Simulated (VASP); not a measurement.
# Se (P3_121) in VASP: further runs

One crystal, Se, is run at these levels: r2SCAN, PBE; tasks: single point, relaxation of cell and atoms.

All numbers are computed with VASP 6.6.1; they aren't measurements. Logs are shortened: lines on timing, memory, paths and dates and some standing lists are left out, and cuts for length are marked.

### 1 The structure

Symmetry: P3_121, No. 152, trigonal system. Conventional cell: a = 4.510 Å, b = 4.510 Å, c = 4.987 Å, α = 90.00°, β = 90.00°, γ = 120.00°. Around Se (site symmetry 2) lie 2 Se at 2.37 Å.

### 2 Single point, r2SCAN

POSCAR

```
Se
1.0
    4.5102699436      0.0000000000      0.0000000000
   -2.2551349718      3.9060083491      0.0000000000
    0.0000000000      0.0000000000      4.9871742891
Se
3
Direct
    0.2170001892      0.0000000000      0.8333333333
    0.0000000000      0.2170001892      0.1666666667
    0.7829998108      0.7829998108      0.5000000000
```

INCAR.step1

```
ALGO = Normal ; EDIFF = 1E-4
ENCUT = 520 ; GGA = PE
ISMEAR = 0 ; LASPH = T
LCHARG = F ; LREAL = F
LWAVE = T ; NBANDS = 16
NELM = 100 ; PREC = Accurate
SIGMA = 0.05
```

INCAR.step2

```
ALGO = Normal ; EDIFF = 1E-7
ENCUT = 520 ; ISIF = 2
ISMEAR = 0 ; ISTART = 1
LASPH = T ; LCHARG = F
LMIXTAU = T ; LREAL = F
LWAVE = F ; METAGGA = R2SCAN
NBANDS = 16 ; NELM = 100
PREC = Accurate ; SIGMA = 0.05
```

KPOINTS

```
k-points
0
Gamma
  6 6 6
```

Potentials or basis: VASP PAW PBE potentials, release 64 (Se).

Command:

```bash
> cat potpaw_PBE.64/Se/POTCAR > POTCAR
> cp INCAR.step1 INCAR
> mpirun -np 1 vasp_std > vasp.out
> cp INCAR.step2 INCAR
> mpirun -np 1 vasp_std > vasp.out
```

OUTCAR:

```text
EDIFF = 1E-7
   ENCUT = 520
   ISIF = 2
   ISMEAR = 0
   ISTART = 1
   LASPH = T
   LREAL = F
   METAGGA = R2SCAN
   NELM = 100
   PREC = Accurate

 ion  position               nearest neighbor table
   1  0.217  0.000  0.833-   3 2.37   2 2.37
   2  0.000  0.217  0.167-   3 2.37   1 2.37
   3  0.783  0.783  0.500-   1 2.37   2 2.37

  LATTYP: Found a hexagonal cell.
 ALAT       =     4.5102699436
 C/A-ratio  =     1.1057374285

  Lattice vectors:

 A1 = (   4.5102699436,   0.0000000000,   0.0000000000)
 A2 = (  -2.2551349718,   3.9060083491,   0.0000000000)
 A3 = (   0.0000000000,   0.0000000000,   4.9871742891)

Analysis of symmetry for initial positions (statically):
=====================================================================
 Subroutine PRICEL returns:
 Original cell was already a primitive cell.

 Routine SETGRP: Setting up the symmetry group for a
 hexagonal supercell.

 Subroutine GETGRP returns: Found  6 space group operations
 (whereof  2 operations were pure point group operations)
 out of a pool of 24 trial point group operations.

The static configuration has the point symmetry C_2 .
 The point group associated with its full space group is D_3 .

Analysis of symmetry for dynamics (positions and initial velocities):
=====================================================================
 Subroutine PRICEL returns:
 Original cell was already a primitive cell.

 Routine SETGRP: Setting up the symmetry group for a
 hexagonal supercell.

 Subroutine GETGRP returns: Found  6 space group operations
 (whereof  2 operations were pure point group operations)
 out of a pool of 24 trial point group operations.

The dynamic configuration has the point symmetry C_2 .
 The point group associated with its full space group is D_3 .

 Subroutine INISYM returns: Found  6 space group operations
 (whereof  2 operations are pure point group operations),
 and found     1 'primitive' translations

----------------------------------------------------------------------------------------

                                     Primitive cell

  volume of cell :      87.8598

  direct lattice vectors                    reciprocal lattice vectors
     4.510269944  0.000000000  0.000000000     0.221716219  0.128007919  0.000000000
    -2.255134972  3.906008349  0.000000000     0.000000000  0.256015838  0.000000000
     0.000000000  0.000000000  4.987174289     0.000000000  0.000000000  0.200514348

  length of vectors
     4.510269944  4.510269944  4.987174289     0.256015838  0.256015838  0.200514348

  position of ions in fractional coordinates (direct lattice)
     0.217000189  0.000000000  0.833333333
     1.000000000  0.217000189  0.166666667
     0.782999811  0.782999811  0.500000000

  ion indices of the primitive-cell ions
   primitive index   ion index
                 1           1
                 2           2
                 3           3

----------------------------------------------------------------------------------------

 KPOINTS: k-points

Automatic generation of k-mesh.
 Grid dimensions read from file:
 generate k-points for:    6    6    6

 Generating k-lattice:

  Cartesian coordinates                     Fractional coordinates (reciprocal lattice)
     0.036952703  0.021334653  0.000000000     0.166666667 -0.000000000  0.000000000
     0.000000000  0.042669306  0.000000000     0.000000000  0.166666667  0.000000000
     0.000000000  0.000000000  0.033419058     0.000000000  0.000000000  0.166666667

  Length of vectors
     0.042669306  0.042669306  0.033419058

  Shift w.r.t. Gamma in fractional coordinates (k-lattice)
     0.000000000  0.000000000  0.000000000

 Subroutine IBZKPT returns following result:
 ===========================================

 Found     34 irreducible k-points:

 Following reciprocal coordinates:
            Coordinates               Weight
  0.000000  0.000000  0.000000      1.000000
  0.166667  0.000000  0.000000      6.000000
  0.333333 -0.000000  0.000000      6.000000
  0.500000  0.000000  0.000000      3.000000
  0.166667  0.166667  0.000000      6.000000
  0.333333  0.166667  0.000000     12.000000
[... 16 lines left out ...]
  0.500000  0.000000  0.333333      6.000000
  0.166667  0.166667  0.333333     12.000000
 [... further k-points ...]
   k-points           NKPTS =     34   k-points in BZ     NKDIM =     34   number of bands    NBANDS=     16
   number of dos      NEDOS =    301   number of ions     NIONS =      3
   total plane-waves  NPLWV =  51840
   dimension x,y,z NGX =    36 NGY =   36 NGZ =   40
   dimension x,y,z NGXF=    72 NGYF=   72 NGZF=   80
   ions per type =               3
   NGX,Y,Z   is equivalent  to a cutoff of  13.27, 13.27, 13.33 a.u.
   NGXF,Y,Z  is equivalent  to a cutoff of  26.54, 26.54, 26.67 a.u.
 SYSTEM =  unknown system
   PREC   = accura    normal or accurate (medium, high low for compatibility)
   ISTART =      1    job   : 0-new  1-cont  2-samecut
   ICHARG =      0    charge: 1-file 2-atom 10-const
   ISPIN  =      1    spin polarized calculation?
   LNONCOLLINEAR =      F non collinear calculations
   LSORBIT =      F    spin-orbit coupling
   LASPH  =      T    aspherical Exc in radial PAW
   ENCUT  =  520.0 eV  38.22 Ry    6.18 a.u.   8.39  8.39  9.27*2*pi/ulx,y,z
   NELM   =    100;   NELMIN=  2; NELMDL=  0     # of ELM steps
   EDIFF  = 0.1E-06   stopping-criterion for ELM
   LREAL  =      F    real-space projection
   EDIFFG = 0.1E-05   stopping-criterion for IOM
   NSW    =      0    number of steps for IOM
   IBRION =     -1    ionic relax: 0-MD 1-quasi-New 2-CG
   NFREE  =      0    steps in history (QN), initial steepest desc. (CG)
   ISIF   =      2    stress and relaxation
   ISYM   =      2    0-nonsym 1-usesym 2-fastsym
   POTIM  = 0.5000    time-step for ionic-motion
   TEBEG  =    0.0;   TEEND  =   0.0 temperature during run
   PSTRESS=    0.0 pullay stress
   NELECT =      18.0000    total number of electrons
   NUPDOWN=      -1.0000    fix difference up-down
   EMIN   =  10.00;   EMAX   =-10.00  energy-range for DOS
   EFERMI =   0.00;   METHOD = LEGACY
   ISMEAR =     0;   SIGMA  =   0.05  broadening in eV -4-tet -1-fermi 0-gaus
   EFERMI_NEDOS =   21; number of points for ismear=-14 and -15
   IALGO  =     38    algorithm
   IMIX   =      4    mixing-type and parameters
     AMIX     =   0.40;   BMIX     =  1.00
     AMIX_MAG =   1.60;   BMIX_MAG =  1.00
  volume/ion in A,a.u.               =      29.29       197.64
  Fermi-wavevector in a.u.,A,eV,Ry     =   0.965092  1.823760 12.672513  0.931403
  Thomas-Fermi vector in A             =   2.094780
   LORBIT       =      0    0 simple, 1 ext, 2 COOP (PROOUT), +10 PAW based schemes
   METAGGA = R2SCAN    functional components
   LHFCALC =     F    Hartree Fock is set to
   AEXX    =    0.0000 exact exchange contribution
   IVDW    =     0    specifies the selected vdW correction
   LEPSILON=     F    determine dielectric tensor
   LRPA    =     F    only Hartree local field effects (RPA)
 non-spin polarized calculation
 Gauss-broadening in eV      SIGMA  =   0.05
  energy-cutoff  :      520.00
  volume of cell :       87.86
 maximum number of plane-waves:      2401
 NGX is ok and might be reduce to    36
   NGX = 17   NGY = 17   NGZ = 19

 number of electron      18.0000000 magnetization

 Free energy of the ion-electron system (eV)
  ---------------------------------------------------
  ext. energy  EPLUGINS =         0.00000000
  ---------------------------------------------------
  free energy    TOTEN  =       -42.92808450 eV

  energy without entropy =      -42.92808450  energy(sigma->0) =      -42.92808450

 E-fermi :   1.9998     XC(G=0):  -8.9112

 val. band max:        1.7321535703   @ k =   0.5000   0.0000   0.5000
 cond. band min:       3.0599145479   @ k =   0.3333   0.3333   0.5000
 fundamental gap:      1.3277609776
 Fermi energy:         1.9998251452

 k-point     1 :       0.0000    0.0000    0.0000
  band No.  band energies     occupation
      1     -14.5003      2.00000
      2     -10.2975      2.00000
      3     -10.2975      2.00000
      4      -2.2538      2.00000
      5      -2.2538      2.00000
      6      -1.9260      2.00000
[... 8 lines left out ...]
     15       8.7629      0.00000
     16      10.6761      0.00000

 k-point     2 :       0.1667    0.0000    0.0000
  band No.  band energies     occupation
      1     -14.4179      2.00000
      2     -10.3824      2.00000
      3     -10.2925      2.00000
      4      -2.7558      2.00000
      5      -2.4903      2.00000
      6      -1.7799      2.00000
[... 8 lines left out ...]
     15       9.4838      0.00000
     16      10.7087      0.00000

 k-point     3 :       0.3333   -0.0000    0.0000
  band No.  band energies     occupation
      1     -14.2364      2.00000
      2     -10.5823      2.00000
      3     -10.2819      2.00000
      4      -3.2172      2.00000
      5      -2.8115      2.00000
      6      -1.7131      2.00000
[... 8 lines left out ...]
     15      10.7369      0.00000
     16      11.6495      0.00000

 k-point     4 :       0.5000    0.0000    0.0000
  band No.  band energies     occupation
      1     -14.1354      2.00000
      2     -10.6993      2.00000
      3     -10.2764      2.00000
      4      -3.3388      2.00000
      5      -2.9459      2.00000
      6      -1.5567      2.00000
[... 8 lines left out ...]
     15      11.6933      0.00000
     16      11.8173      0.00000

 k-point     5 :       0.1667    0.1667    0.0000
  band No.  band energies     occupation
      1     -14.2845      2.00000
      2     -10.5004      2.00000
      3     -10.3136      2.00000
      4      -3.0696      2.00000
      5      -2.8519      2.00000
      6      -1.6284      2.00000
[... 8 lines left out ...]
     15      10.1798      0.00000
     16      11.0987      0.00000

 k-point     6 :       0.3333    0.1667    0.0000
  band No.  band energies     occupation
      1     -14.1370      2.00000
      2     -10.6266      2.00000
      3     -10.3534      2.00000
      4      -3.2677      2.00000
      5      -3.0438      2.00000
      6      -1.4358      2.00000
[... 8 lines left out ...]
     15      11.0907      0.00000
     16      11.6743      0.00000

 k-point     7 :       0.3333    0.3333    0.0000
  band No.  band energies     occupation
      1     -14.0857      2.00000
      2     -10.5230      2.00000
      3     -10.5230      2.00000
      4      -3.2018      2.00000
      5      -3.2018      2.00000
      6      -0.9708      2.00000
[... 8 lines left out ...]
     15       9.9873      0.00000
     16      11.8947      0.00000

 k-point     8 :       0.0000    0.0000    0.1667
  band No.  band energies     occupation
      1     -14.3650      2.00000
      2     -11.4138      2.00000
      3      -9.2218      2.00000
      4      -2.6495      2.00000
      5      -2.0275      2.00000
      6      -1.8748      2.00000
[... 8 lines left out ...]
     15       9.3287      0.00000
     16       9.8081      0.00000

 k-point     9 :       0.1667    0.0000    0.1667
  band No.  band energies     occupation
      1     -14.2844      2.00000
      2     -11.4003      2.00000
      3      -9.3374      2.00000
      4      -2.8963      2.00000
      5      -2.4630      2.00000
      6      -1.6940      2.00000
[... 8 lines left out ...]
     15       9.7777      0.00000
     16       9.9119      0.00000
[... 172 lines left out ...]
 k-point    19 :       0.1667    0.0000    0.3333
  band No.  band energies     occupation
      1     -13.8895      2.00000
      2     -12.4008      2.00000
      3      -8.5658      2.00000
      4      -3.2708      2.00000
      5      -2.3261      2.00000
      6      -1.6936      2.00000
[... 8 lines left out ...]
     15       9.8449      0.00000
     16      10.0738      0.00000

 k-point    20 :       0.0000    0.1667    0.3333
  band No.  band energies     occupation
      1     -13.8885      2.00000
      2     -12.4039      2.00000
      3      -8.5553      2.00000
      4      -3.2978      2.00000
      5      -2.3995      2.00000
      6      -1.7184      2.00000
[... 8 lines left out ...]
     15       9.6642      0.00000
     16      10.3308      0.00000

 k-point    21 :       0.3333   -0.0000    0.3333
  band No.  band energies     occupation
      1     -13.7275      2.00000
      2     -12.3055      2.00000
      3      -8.9449      2.00000
      4      -3.6018      2.00000
      5      -2.8256      2.00000
      6      -1.9210      2.00000
[... 8 lines left out ...]
     15       9.9996      0.00000
     16      10.6250      0.00000

 k-point    22 :       0.0000    0.3333    0.3333
  band No.  band energies     occupation
      1     -13.7238      2.00000
      2     -12.3174      2.00000
      3      -8.9136      2.00000
      4      -3.7047      2.00000
      5      -2.8980      2.00000
      6      -1.9484      2.00000
[... 8 lines left out ...]
     15      10.1226      0.00000
     16      10.9341      0.00000

 k-point    23 :       0.5000    0.0000    0.3333
  band No.  band energies     occupation
      1     -13.6360      2.00000
      2     -12.2650      2.00000
      3      -9.1159      2.00000
      4      -3.8479      2.00000
      5      -3.0407      2.00000
      6      -2.0725      2.00000
[... 8 lines left out ...]
     15      11.1147      0.00000
     16      11.2724      0.00000

 k-point    24 :       0.1667    0.1667    0.3333
  band No.  band energies     occupation
      1     -13.7685      2.00000
      2     -12.3345      2.00000
      3      -8.8344      2.00000
      4      -3.5389      2.00000
      5      -2.8091      2.00000
      6      -1.8806      2.00000
[... 8 lines left out ...]
     15       9.9342      0.00000
     16      10.4386      0.00000

 [... further k-points ...]
[... 5 lines left out ...]
  --------------------------------------------------------------------------------------
  -------------------------------------------------------------------------------------
  Total       -0.0153274     -0.0153274     -0.0085730      0.0000000     -0.0000000     -0.0000000
  in kB       -0.2795049     -0.2795049     -0.1563347      0.0000000     -0.0000000     -0.0000000
  external PRESSURE =      -0.2384482 kB  Pullay stress =       0.0000000 kB

 VOLUME and BASIS-vectors are now :
 -----------------------------------------------------------------------------
  energy-cutoff  :      520.00
  volume of cell :       87.86
      direct lattice vectors                 reciprocal lattice vectors
     4.510269944  0.000000000  0.000000000     0.221716219  0.128007919  0.000000000
    -2.255134972  3.906008349  0.000000000     0.000000000  0.256015838  0.000000000
     0.000000000  0.000000000  4.987174289     0.000000000  0.000000000  0.200514348

 POSITION                                       TOTAL-FORCE (eV/Angst)
 -----------------------------------------------------------------------------------
      0.97873      0.00000      4.15598        -0.001702      0.000000      0.000000
     -0.48936      0.84760      0.83120         0.000851     -0.001474     -0.000000
      1.76577      3.05840      2.49359         0.000851      0.001474      0.000000
 -----------------------------------------------------------------------------------
    total drift:                                0.000000      0.000001     -0.000000

  FREE ENERGIE OF THE ION-ELECTRON SYSTEM (eV)
  ---------------------------------------------------
  free  energy   TOTEN  =       -42.9280845043 eV

  energy  without entropy=      -42.9280845043  energy(sigma->0) =      -42.92808450
```

Wall time 1.8 min (1 thread of Intel Xeon Platinum 8559C (Emerald Rapids), shared host); peak memory 0.24 GiB.

Results:

```yaml
Free_energy: -42.9281 eV
Pressure: 0.0 GPa
Band_gap_on_the_k_mesh: 1.33 eV, indirect (least direct gap 1.59 eV)
```

Levels at points of the mesh, in eV from the valence-band top:
| k point | band 7 | band 8 | band 9 | band 10 | band 11 | band 12 |
| --- | --- | --- | --- | --- | --- | --- |
| (0.00, 0.00, 0.00) | -2.07 | -2.07 | -0.40 | 2.26 | 2.26 | 2.58 |
| (0.50, 0.00, 0.00) | -2.73 | -1.87 | -0.96 | 2.31 | 2.76 | 4.22 |
| (0.00, 0.00, 0.50) | -1.45 | -1.45 | -1.07 | 1.56 | 1.64 | 1.64 |
| (0.50, 0.00, 0.50) | -1.66 | -1.22 | 0.00 | 1.82 | 2.89 | 3.29 |

Caveat: the PAW data sets were made with another functional, which shifts forces and pressure a little.

### 3 Single point, PBE

This run uses another cell than the first one, of 29.40 Å³/atom, 1.004 times its volume.

INCAR

```
  ALGO = Normal
  EDIFF = 1E-6
  ENCUT = 520
  GGA = PE
  ISIF = 2
  ISMEAR = 0
  LASPH = True
  LCHARG = False
  LREAL = False
  LWAVE = False
  NBANDS = 16
  NELM = 100
  PREC = Accurate
  SIGMA = 0.05
```

KPOINTS

```
k-points
0
Gamma
  6 6 4
```

POSCAR

```
Se
1.0
    4.4835523472      0.0000000000      0.0000000000
   -2.2417761736      3.8828702319      0.0000000000
    0.0000000000      0.0000000000      5.0670569949
Se
3
Direct
    0.2206067139      0.0000000000      0.8333333333
    0.0000000000      0.2206067139      0.1666666667
    0.7793932861      0.7793932861      0.5000000000
```

Potentials or basis: VASP PAW PBE potentials, release 64 (Se).

Command:

```bash
> cat potpaw_PBE.64/Se/POTCAR > POTCAR
> mpirun -np 1 vasp_std > vasp.out
```

Run time: 18 s. Hardware: 1 thread of Intel Xeon Platinum 8559C (Emerald Rapids), shared host; peak memory 0.21 GiB.

Results (log left out):

* Free energy: -10.5089 eV
* Pressure: 0.0 GPa
* Largest force: 0.012 eV/Å
* Band gap on the k mesh: 0.96 eV, indirect (least direct gap 1.16 eV)

Forces in eV/Å, atoms in the order of the input:
```
Se   0.012  0.000  0.000
Se  -0.006  0.011  0.000
Se  -0.006 -0.011  0.000
```

Stress tensor (GPa, compression positive):
```
 0.08  0.00  0.00
 0.00  0.08  0.00
 0.00  0.00 -0.06
```

Levels at points of the mesh, in eV from the valence-band top:
| k point | band 6 | band 7 | band 8 | band 9 | band 10 | band 11 | band 12 | band 13 |
| --- | --- | --- | --- | --- | --- | --- | --- | --- |
| (0.00, 0.00, 0.00) | -3.42 | -1.83 | -1.83 | -0.31 | 1.88 | 1.88 | 2.28 | 5.94 |
| (0.50, 0.00, 0.00) | -3.11 | -2.64 | -1.68 | -0.88 | 1.96 | 2.39 | 3.87 | 5.59 |
| (0.00, 0.00, 0.50) | -3.19 | -1.32 | -1.32 | -0.99 | 1.30 | 1.36 | 1.36 | 6.46 |
| (0.50, 0.00, 0.50) | -3.95 | -1.61 | -1.17 | 0.00 | 1.51 | 2.67 | 2.90 | 6.32 |

A k mesh can miss the band edges. Expect the measured gap to be larger: semilocal functionals such as PBE lack the derivative discontinuity.

(Continued in part 2 of 2.)
